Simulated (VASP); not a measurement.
A run of VASP 6.6.1:

The input POSCAR:

```
NaH
1.0
    0.0000000000      2.3963923131      2.3963923131
    2.3963923131      0.0000000000      2.3963923131
    2.3963923131      2.3963923131      0.0000000000
Na H
1 1
Direct
    0.0000000000      0.0000000000      0.0000000000
    0.5000000000      0.5000000000      0.5000000000
```

Contents of INCAR.step1:

```
ALGO = Normal
EDIFF = 1E-4
ENCUT = 520
GGA = PE
ISMEAR = 0
LASPH = True
LCHARG = False
LREAL = False
LWAVE = True
NBANDS = 11
NELM = 100
PREC = Accurate
SIGMA = 0.02
```

Contents of INCAR.step2:

```
ALGO = Normal
EDIFF = 1E-7
ENCUT = 520
ISIF = 2
ISMEAR = 0
ISTART = 1
LASPH = True
LCHARG = False
LMIXTAU = True
LREAL = False
LWAVE = False
METAGGA = R2SCAN
NBANDS = 11
NELM = 100
PREC = Accurate
SIGMA = 0.02
```

File KPOINTS:

```
k-points
0
Gamma
  8 8 8
```

Potentials or basis: VASP PAW PBE potentials, release 64 (Na_pv, H).

Launch:

```console
$ cat potpaw_PBE.64/Na_pv/POTCAR potpaw_PBE.64/H/POTCAR > POTCAR
$ cp INCAR.step1 INCAR
$ mpirun -np 1 vasp_std > vasp.out
$ cp INCAR.step2 INCAR
$ mpirun -np 1 vasp_std > vasp.out
```

Hardware: 1 thread of Intel(R) Xeon(R) 6975P-C (Granite Rapids), with other jobs on the host.

Problem. How long does it take, and how much memory?

Solution. Wall time 22 s on 1 thread of Intel(R) Xeon(R) 6975P-C (Granite Rapids), on a shared host, peak memory 0.16 GiB. Counts: scf iterations 12, k points 29.
